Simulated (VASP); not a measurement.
# Nb (Im-3m) in VASP: notebook, part 2 of 2

VASP 6.6.1. Earlier steps stand in the parts before.

## (5) Relaxation of cell and atoms, TPSS

This run uses another cell than the first one: it holds 1 atom, not 2.

File INCAR:

```
  ALGO = Normal
  EDIFF = 1E-6
  EDIFFG = -0.02
  ENCUT = 600
  IBRION = 2
  ISIF = 3
  ISMEAR = 1
  LASPH = T
  LCHARG = F
  LMIXTAU = T
  LREAL = F
  LWAVE = F
  METAGGA = TPSS
  NELM = 100
  NSW = 60
  PREC = Accurate
  SIGMA = 0.1
```

File KPOINTS:

```
k-points
0
Gamma
  11 11 11
```

File POSCAR:

```
Nb
1.0
   -1.6639500000      1.6639500000      1.6639500000
    1.6639500000     -1.6639500000      1.6639500000
    1.6639500000      1.6639500000     -1.6639500000
Nb
1
Direct
    0.0000000000      0.0000000000      0.0000000000
```

Potentials or basis: VASP PAW PBE potentials, release 64 (Nb_sv).

On the command line:

```sh
$ cat potpaw_PBE.64/Nb_sv/POTCAR > POTCAR
$ mpirun -np 1 vasp_std > vasp.out
```

OUTCAR:

```text
EDIFF = 1E-6
   EDIFFG = -0.02
   ENCUT = 600
   IBRION = 2
   ISIF = 3
   ISMEAR = 1
   LASPH = T
   LREAL = F
   METAGGA = TPSS
   NELM = 100
   NSW = 60
   PREC = Accurate

 ion  position               nearest neighbor table
   1  0.000  0.000  0.000-

  LATTYP: Found a body centered cubic cell.
 ALAT       =     3.3279000000

  Lattice vectors:

 A1 = (  -1.6639500000,   1.6639500000,   1.6639500000)
 A2 = (   1.6639500000,  -1.6639500000,   1.6639500000)
 A3 = (   1.6639500000,   1.6639500000,  -1.6639500000)

Analysis of symmetry for initial positions (statically):
=====================================================================
 Subroutine PRICEL returns:
 Original cell was already a primitive cell.

 Routine SETGRP: Setting up the symmetry group for a
 body centered cubic supercell.

 Subroutine GETGRP returns: Found 48 space group operations
 (whereof 48 operations were pure point group operations)
 out of a pool of 48 trial point group operations.

The static configuration has the point symmetry O_h .

Analysis of symmetry for dynamics (positions and initial velocities):
=====================================================================
 Subroutine PRICEL returns:
 Original cell was already a primitive cell.

 Routine SETGRP: Setting up the symmetry group for a
[... 223 lines left out ...]

 number of electron      13.0000000 magnetization

 Free energy of the ion-electron system (eV)
  ---------------------------------------------------
  ext. energy  EPLUGINS =         0.00000000
  ---------------------------------------------------
  free energy    TOTEN  =       -18.90432815 eV

  energy without entropy =      -18.90339873  energy(sigma->0) =      -18.90401834

 E-fermi :  11.1448     XC(G=0): -12.6796

 val. band max:       11.1421496699   @ k =   0.2727   0.0000   0.0000
 cond. band min:      11.1505466285   @ k =  -0.1818   0.1818   0.0909
 fundamental gap:      0.0083969585
 Fermi energy:        11.1447694677

 k-point     1 :       0.0000    0.0000    0.0000
  band No.  band energies     occupation
      1     -43.7979      2.00000
      2     -18.8497      2.00000
      3     -18.8497      2.00000
      4     -18.8497      2.00000
      5       5.2934      2.00000
      6      11.5818     -0.00000
      7      11.5818     -0.00000
      8      11.5818     -0.00000
      9      14.5263      0.00000
     10      14.5263      0.00000
[... 287 lines left out ...]
 k-point    24 :       0.3636    0.1818    0.0909
  band No.  band energies     occupation
      1     -43.5413      2.00000
      2     -19.9623      2.00000
      3     -19.4614      2.00000
      4     -19.0740      2.00000
      5       8.7950      2.00000
      6       9.6163      2.00000
      7      11.5095     -0.00000
      8      14.9333      0.00000
      9      15.3518      0.00000
     10      20.2941      0.00000

 [... further k-points ...]

------------------------ aborting loop because EDIFF is reached ----------------------------------------

  FORCE on cell =-STRESS in cart. coord.  units (eV):
  Direction    XX          YY          ZZ          XY          YZ          ZX
  --------------------------------------------------------------------------------------
  -------------------------------------------------------------------------------------
  Total       -0.0071217     -0.0071217     -0.0071217      0.0000000      0.0000000      0.0000000
  in kB       -0.6342489     -0.6342489     -0.6342489      0.0000000      0.0000000      0.0000000
  external PRESSURE =      -0.6342489 kB  Pullay stress =       0.0000000 kB
[... 16 lines left out ...]
  FREE ENERGIE OF THE ION-ELECTRON SYSTEM (eV)
  ---------------------------------------------------
  free  energy   TOTEN  =       -18.9043281485 eV

  energy  without entropy=      -18.9033987284  energy(sigma->0) =      -18.90401834

 reached required accuracy - stopping structural energy minimisation
```

OSZICAR:

```text
N       E                     dE             d eps       ncg     rms          rms(c)
DAV:   1     0.173972878997E+03    0.17397E+03   -0.99840E+03  1696   0.333E+03
DAV:   2     0.496132215989E+01   -0.16901E+03   -0.16456E+03  1726   0.756E+02
DAV:   3    -0.210421476154E+01   -0.70655E+01   -0.67815E+01  2128   0.191E+02
[... 36 lines left out ...]
DAV:   6    -0.189027932397E+02   -0.73175E-02   -0.19421E-02  2102   0.141E+00    0.886E-02
DAV:   7    -0.189036204522E+02   -0.82721E-03   -0.28885E-04  1614   0.191E-01    0.568E-02
DAV:   8    -0.189041708573E+02   -0.55041E-03   -0.20268E-04  1542   0.139E-01    0.187E-02
DAV:   9    -0.189043228666E+02   -0.15201E-03   -0.12837E-04  1760   0.102E-01    0.128E-02
DAV:  10    -0.189043278069E+02   -0.49403E-05   -0.52209E-06  1294   0.334E-02    0.396E-03
DAV:  11    -0.189043281485E+02   -0.34157E-06   -0.40503E-07   612   0.740E-03
   3 F= -.18904328E+02 E0= -.18904018E+02  d E =-.596864E-02
```

Wall time 1.8 min (1 thread of AMD EPYC 9R45 (Zen 5), shared host); peak memory 0.13 GiB.

Results:

| Quantity | Value |
| --- | --- |
| Free energy | -18.9043 eV |
| Relaxed volume | 17.99 Å³/atom |
| Relaxed cell | a = 2.859 Å, b = 2.859 Å, c = 2.859 Å, α = 109.47°, β = 109.47°, γ = 109.47° |
| Space group after relaxing (to 0.05 Å) | Im-3m (No. 229) |
| Energy gained by relaxing | 6.0 meV/atom |
| Ionic steps | 3 |
| Pressure after relaxing | -0.1 GPa |
| Band gap on the k mesh | none (metal or under the smearing width) |

The path:
```
step  energy change (eV)  largest force (eV/Å)  pressure (GPa)  volume (Å³)
   1              0.0000                0.0000           -4.24        18.43
   2              0.0162                0.0000            8.86        17.16
   3             -0.0060                0.0000           -0.06        17.99
```

Final structure:
```
Nb
1.0
    -1.65066    1.65066    1.65066
     1.65066   -1.65066    1.65066
     1.65066    1.65066   -1.65066
Nb
1
Direct
  0.00000 0.00000 0.00000
```

Levels at points of the mesh, in eV from the Fermi level:
| k point | band 2 | band 3 | band 4 | band 5 | band 6 | band 7 | band 8 | band 9 | band 10 |
| --- | --- | --- | --- | --- | --- | --- | --- | --- | --- |
| (0.00, 0.00, 0.00) | -29.99 | -29.99 | -29.99 | -5.85 | 0.44 | 0.44 | 0.44 | 3.38 | 3.38 |

Caveat: the PAW data sets were made with another functional, which shifts forces and pressure a little.

## (6) Relaxation of cell and atoms, r2SCAN+D4

This run uses another cell than the first one: it holds 1 atom, not 2.

File INCAR:

```
  PREC = Accurate
  ENCUT = 600
  EDIFF = 1E-7
  ISMEAR = 1
  SIGMA = 0.1
  LREAL = False
  LASPH = True
  NELM = 80
  ALGO = Normal
  ISIF = 3
  LWAVE = False
  LCHARG = False
  METAGGA = R2SCAN
  LMIXTAU = True
  IVDW = 13
  VDW_S6 = 1.0
  VDW_S8 = 0.6018749
  VDW_A1 = 0.51559235
  VDW_A2 = 5.77342911
  IBRION = 2
  NSW = 60
  EDIFFG = -0.02
```

File KPOINTS:

```
regular mesh
0
Gamma
  11 11 11
```

POSCAR is that of step 5.

Potentials or basis: VASP PAW PBE potentials, release 64 (Nb_sv).

On the command line:

```sh
$ cat potpaw_PBE.64/Nb_sv/POTCAR > POTCAR
$ mpirun -np 1 vasp_std > vasp.out
```

OUTCAR:

```text
PREC = Accurate
   ENCUT = 600
   EDIFF = 1E-7
   ISMEAR = 1
   LREAL = False
   LASPH = True
   NELM = 80
   ISIF = 3
   METAGGA = R2SCAN
   IVDW = 13
   IBRION = 2
   NSW = 60
   EDIFFG = -0.02

 ion  position               nearest neighbor table
   1  0.000  0.000  0.000-

  LATTYP: Found a body centered cubic cell.
 ALAT       =     3.3279000000

  Lattice vectors:

 A1 = (  -1.6639500000,   1.6639500000,   1.6639500000)
 A2 = (   1.6639500000,  -1.6639500000,   1.6639500000)
 A3 = (   1.6639500000,   1.6639500000,  -1.6639500000)

Analysis of symmetry for initial positions (statically):
=====================================================================
 Subroutine PRICEL returns:
 Original cell was already a primitive cell.

 Routine SETGRP: Setting up the symmetry group for a
 body centered cubic supercell.

 Subroutine GETGRP returns: Found 48 space group operations
[... 247 lines left out ...]
  ext. energy  EPLUGINS =         0.00000000
  ---------------------------------------------------
  free energy    TOTEN  =       -24.83475221 eV

  energy without entropy =      -24.83479664  energy(sigma->0) =      -24.83476702

 E-fermi :  11.0768     XC(G=0): -13.6272

 val. band max:       11.0692009583   @ k =  -0.3636   0.3636   0.1818
 cond. band min:      11.1053184792   @ k =  -0.1818   0.1818   0.0909
 fundamental gap:      0.0361175209
 Fermi energy:        11.0768277838

 k-point     1 :       0.0000    0.0000    0.0000
  band No.  band energies     occupation
      1     -45.0447      2.00000
      2     -19.5825      2.00000
      3     -19.5825      2.00000
      4     -19.5825      2.00000
      5       4.8393      2.00000
      6      11.5655     -0.00000
      7      11.5655     -0.00000
      8      11.5655     -0.00000
      9      14.6876      0.00000
     10      14.6876      0.00000
[... 287 lines left out ...]
 k-point    24 :       0.3636    0.1818    0.0909
  band No.  band energies     occupation
      1     -44.7617      2.00000
      2     -20.7759      2.00000
      3     -20.2362      2.00000
      4     -19.8232      2.00000
      5       8.6029      2.00000
      6       9.4706      2.00000
      7      11.3864     -0.00011
      8      15.0788      0.00000
      9      15.5129      0.00000
     10      20.5396      0.00000

 [... further k-points ...]

------------------------ aborting loop because EDIFF is reached ----------------------------------------

  DFT-D4 for vdW energy calculation

  Edisp (eV):   -0.10877
[... 24 lines left out ...]
  FREE ENERGIE OF THE ION-ELECTRON SYSTEM (eV)
  ---------------------------------------------------
  free  energy   TOTEN  =       -24.9435223877 eV

  energy  without entropy=      -24.9435668212  energy(sigma->0) =      -24.94353720

 reached required accuracy - stopping structural energy minimisation
```

OSZICAR:

```text
N       E                     dE             d eps       ncg     rms          rms(c)
DAV:   1     0.110591247893E+03    0.11059E+03   -0.82591E+03  1120   0.147E+03
DAV:   2    -0.245089641819E+02   -0.13510E+03   -0.13169E+03  1198   0.488E+02
DAV:   3    -0.311897180596E+02   -0.66808E+01   -0.62830E+01  1756   0.881E+01
[... 45 lines left out ...]
DAV:  12    -0.248347534915E+02   -0.16472E-05   -0.11139E-07   654   0.537E-03    0.653E-04
DAV:  13    -0.248347528026E+02    0.68893E-06   -0.30602E-08   598   0.236E-03    0.259E-04
DAV:  14    -0.248347521653E+02    0.63724E-06   -0.10258E-08   594   0.161E-03    0.298E-04
DAV:  15    -0.248347522750E+02   -0.10967E-06   -0.36626E-09   590   0.882E-04    0.489E-05
DAV:  16    -0.248347522070E+02    0.68030E-07   -0.21137E-09   584   0.618E-04
   3 F= -.24943522E+02 E0= -.24943537E+02  d E =-.545930E-02
```

Run time: 2 min. Hardware: 1 thread of AMD EPYC 9R45 (Zen 5), shared host; peak memory 0.13 GiB.

What came out:

```yaml
Free_energy: -24.9435 eV
Relaxed_volume: 18.02 Å³/atom
Relaxed_cell: a = 2.860 Å, b = 2.860 Å, c = 2.860 Å, α = 109.47°, β = 109.47°, γ = 109.47°
Space_group_after_relaxing_to_0.05_Å: Im-3m (No. 229)
Energy_gained_by_relaxing: 5.5 meV/atom
Ionic_steps: 3
Pressure_after_relaxing: -0.1 GPa
Band_gap_on_the_k_mesh: none (metal or under the smearing width)
Dispersion_energy_per_atom: -0.109 eV
```

Step by step:
| step | energy change (eV) | largest force (eV/Å) | pressure (GPa) | volume (Å³) |
| --- | --- | --- | --- | --- |
| 1 | 0.0000 | 0.0000 | -4.13 | 18.43 |
| 2 | 0.0171 | 0.0000 | 8.97 | 17.19 |
| 3 | -0.0055 | 0.0000 | -0.08 | 18.02 |

Final structure:
```yaml
crystal:
  lattice:
    - [-1.65151, 1.65151, 1.65151]
    - [1.65151, -1.65151, 1.65151]
    - [1.65151, 1.65151, -1.65151]
  atoms:
    - { symbol: Nb, position: [0.00000, 0.00000, 0.00000] }
```

Caveat: the PAW data sets were made with another functional, which shifts forces and pressure a little; pairwise dispersion overbinds metals, which lowers pressure and volume.

## (7) The reference run

An earlier run on the cell as given: functional PBE; potentials or basis VASP PAW PBE potentials, release 64 (Nb_sv); cutoff 520 eV; k mesh 11 × 11 × 11; occupations fermi-dirac, width 0.05 eV; no spin polarisation.

- Pressure: -2.3 GPa
- Band gap on the k mesh: none (metal or under the smearing width)

## (8) The runs side by side

| task | level | spin | U | cell | k mesh | cutoff (eV) | smearing | LDAUTYPE | hund's J | other keys | gap on the mesh (eV) | pressure (GPa) | relaxed volume (Å³/atom) |
| --- | --- | --- | --- | --- | --- | --- | --- | --- | --- | --- | --- | --- | --- |
| single point | PBE+ULG+U | off | Nb d U = 1 eV, J = 0.5 eV | as given | 8 × 8 × 8 | 520 | gaussian 0.005 eV | 2 | 0.5 | ISMEAR = 0; SIGMA = 0.005; NBANDS = 37 | none | -2.4 | - |
| single point | BEEF-vdW | collinear, ferromagnetic start | - | as given | 6 × 6 × 6 | 520 | fermi-dirac 0.1 eV | - | - | PREC = Normal; k = 6 × 6 × 6 | none | -2.6 | - |
| relaxation of cell and atoms | r2SCAN | off | - | relaxed | 11 × 11 × 11 | 600 | methfessel-paxton 0.1 eV | - | - | - | none | -0.1 | 18.10 |
| relaxation of cell and atoms | TPSS | off | - | relaxed | 11 × 11 × 11 | 600 | methfessel-paxton 0.1 eV | - | - | - | none | -0.1 | 17.99 |
| relaxation of cell and atoms | r2SCAN+D4 | off | - | relaxed | 11 × 11 × 11 | 600 | methfessel-paxton 0.1 eV | - | - | - | none | -0.1 | 18.02 |
| single point | PBE | off | - | as given | 11 × 11 × 11 | 520 | fermi-dirac 0.05 eV | - | - | - | none | -2.3 | - |

Alike in all rows: potentials or basis VASP PAW PBE potentials, release 64 (Nb_sv).

Caveats: the PAW data sets were made with another functional, which shifts forces and pressure a little (some runs); pairwise dispersion overbinds metals, which lowers pressure and volume (some runs); atom-pairwise D2, TS and ULG terms overbind metals (some runs); U without spin polarisation on a metal has little footing (some runs); the U is typed as a test and isn't derived for this compound (some runs).

Absolute energies hang on the potentials; compare differences alone.
